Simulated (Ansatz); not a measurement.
Input and command of a calculation in Ansatz (plane waves; scalar-relativistic PAW potentials unless the input names others):

```yaml
crystal:
  lattice:
    - [0.0, 0.0, 5.2932332175]
    - [4.9190861938, 2.8400357381, 0.0]
    - [-4.9190861938, 2.8400357382, 0.0]
  atoms:
    - { symbol: Zn, position: [0.5006044103, 0.3333333333, 1.0] }
    - { symbol: Zn, position: [0.5006044103, 0.6666666667, 0.6666666667] }
    - { symbol: Zn, position: [0.5006044103, 0.0, 0.3333333333] }
    - { symbol: Zn, position: [0.0006044103, 0.3333333333, 0.3333333333] }
    - { symbol: Zn, position: [0.0006044103, 0.6666666667, 1.0] }
    - { symbol: Zn, position: [0.0006044103, 0.0, 0.6666666667] }
    - { symbol: O, position: [0.8797055897, 0.3333333333, 1.0] }
    - { symbol: O, position: [0.8797055897, 0.6666666667, 0.6666666667] }
    - { symbol: O, position: [0.8797055897, 0.0, 0.3333333333] }
    - { symbol: O, position: [0.3797055897, 0.3333333333, 0.3333333333] }
    - { symbol: O, position: [0.3797055897, 0.6666666667, 1.0] }
    - { symbol: O, position: [0.3797055897, 0.0, 0.6666666667] }
basis:
  xc_grid: 2
kpoints:
  mp_grid: { grid: [3, 3, 3], shift: [0.0, 0.0, 0.0] }
hamiltonian:
  xc: revpbe
scf:
  occupations: { method: gaussian, width: 0.01 }
  convergence: { dr2_threshold: 1.0e-08 }
output:
  forces: true
  eigenvalues: true
  stress: true
```

```bash
ansatz run input.yaml --threads 4 --pin off --max-ram 8192MiB --backend cpu --events-out ev --progress --plain --runs-dir out
```

Abridged log:
```
Warning: output.stress: scf.convergence.dr2_threshold = 1e-8 eV is looser than the 1.2e-9 eV advised for a printed stress (1e-10 eV for each atom of the cell: 12). ...
Basis set: ecut = 420 eV, 2885 PW (Γ), exchange–correlation on 72×80×80 points (8 copies of the dense FFT grid, shifted against one another)
Bands: 66, of which v1, the nominal top of the filled ones, is band 54 counted from 1 (53 counted from 0)
Symmetry: 36 space group operations
k-points: 6 of 27 (time reversal used)
SCF iter   1: F=—  HF=-23351.713782 eV  |F-HF|=—  |Δ(HF+E_count)|=         —  Δρ=5.02e-3  dr2=2.57e-2  ethr=1.77e-3  ⟨swp⟩=5.8  Hψ=1404  notcnv=0  defer=4
SCF iter   2: F=—  HF=-23351.711758 eV  |F-HF|=—  |Δ(HF+E_count)|=   2.02e-3  Δρ=1.32e-3  dr2=1.45e-3  ethr=2.38e-5  ⟨swp⟩=2.0  Hψ=803  notcnv=0  defer=33
SCF iter   3: F=—  HF=-23351.711388 eV  |F-HF|=—  |Δ(HF+E_count)|=   3.70e-4  Δρ=1.08e-3  dr2=1.11e-3  ethr=1.34e-6  ⟨swp⟩=2.0  Hψ=690  notcnv=0  defer=15
automatic band count: iteration 3 solves 63 bands in place of 66: the levels show a gap, and the empty bands left out lie too high to hold charge; the band table lists the bands solved (type scf.n_extra_bands for more)
SCF iter   4: F=—  HF=-23351.711529 eV  |F-HF|=—  |Δ(HF+E_count)|=   1.40e-4  Δρ=5.91e-4  dr2=6.85e-4  ethr=1.03e-6  ⟨swp⟩=2.3  Hψ=681  notcnv=0  defer=15
SCF iter   5: F=—  HF=-23351.711432 eV  |F-HF|=—  |Δ(HF+E_count)|=   9.62e-5  Δρ=1.78e-4  dr2=6.77e-5  ethr=6.35e-7  ⟨swp⟩=2.5  Hψ=674  notcnv=0  defer=15
SCF iter   6: F=—  HF=-23351.711532 eV  |F-HF|=—  |Δ(HF+E_count)|=   9.98e-5  Δρ=4.47e-5  dr2=2.54e-6  ethr=6.26e-8  ⟨swp⟩=2.0  Hψ=687  notcnv=0  defer=15
SCF iter   7: F=—  HF=-23351.711547 eV  |F-HF|=—  |Δ(HF+E_count)|=   1.52e-5  Δρ=1.34e-5  dr2=2.77e-7  ethr=2.36e-9  ⟨swp⟩=2.0  Hψ=667  notcnv=0  defer=15
SCF iter   8: F=—  HF=-23351.711548 eV  |F-HF|=—  |Δ(HF+E_count)|=   8.57e-7  Δρ=3.42e-6  dr2=1.96e-8  ethr=2.56e-10  ⟨swp⟩=2.0  Hψ=681  notcnv=0  defer=15
SCF iter   9: F=-23351.711548 eV  HF=-23351.711548 eV  |F-HF|=2.02e-9  |Δ(HF+E_count)|=   4.23e-8  Δρ=8.27e-7  dr2=8.93e-10  ethr=9.26e-12  ⟨swp⟩=7.8  Hψ=1558  notcnv=0
SCF 1 converged in 9 iterations: F = -23351.711548 eV  dr2 = 8.93e-10
SCF converged after 9 iterations
Free energy (F): -23351.711548 eV
Harris-Foulkes:  -23351.711548 eV  (|F-HF|=2.02e-9)
Internal energy: -23351.711548 eV  (E = F + TS)
E sigma→0 (E₀):  -23351.711548 eV
Fermi energy:    7.254658 eV
--- Forces (eV/Å), atoms counted from 1 ---
  atom   1  Zn     0.00000000     0.00000000    -0.00212053
  atom   2  Zn     0.00000000     0.00000000    -0.00212053
  atom   3  Zn     0.00000000     0.00000000    -0.00212053
  atom   4  Zn     0.00000000     0.00000000    -0.00212053
  atom   5  Zn     0.00000000     0.00000000    -0.00212053
  atom   6  Zn     0.00000000     0.00000000    -0.00212053
  atom   7  O      0.00000000     0.00000000     0.00211987
  atom   8  O      0.00000000     0.00000000     0.00211987
  atom   9  O      0.00000000     0.00000000     0.00211987
  atom  10  O      0.00000000     0.00000000     0.00211987
  atom  11  O      0.00000000     0.00000000     0.00211987
  atom  12  O      0.00000000     0.00000000     0.00211987
--- Stress (GPa, compression-positive) ---
        3.217421       0.000000       0.000000
        0.000000       3.217421       0.000000
        0.000000       0.000000       3.147098
  P = ⅓ Tr σ = 3.1940 GPa (31.940 kbar)
```

Apart from outputs and empty bands, the input differs from a reference run on usual settings in scf.convergence.dr2_threshold: not typed → 1e-08; hamiltonian.xc: "pbe" → "revpbe"; basis.ecutwfc: 420 → not typed. The reference, at the same geometry, gave pressure 0.00 GPa, largest force 0.001 eV/Å, gap on the mesh 0.74 eV. This run converged in 9 SCF iterations (reference: 7) with a total energy on another zero, pressure 3.19 GPa, largest force 0.002 eV/Å, gap on the mesh 0.82 eV.

Time: 2.3 s on 4 threads of Arm Neoverse V1, with other jobs on the host, peak memory 0.47 GiB.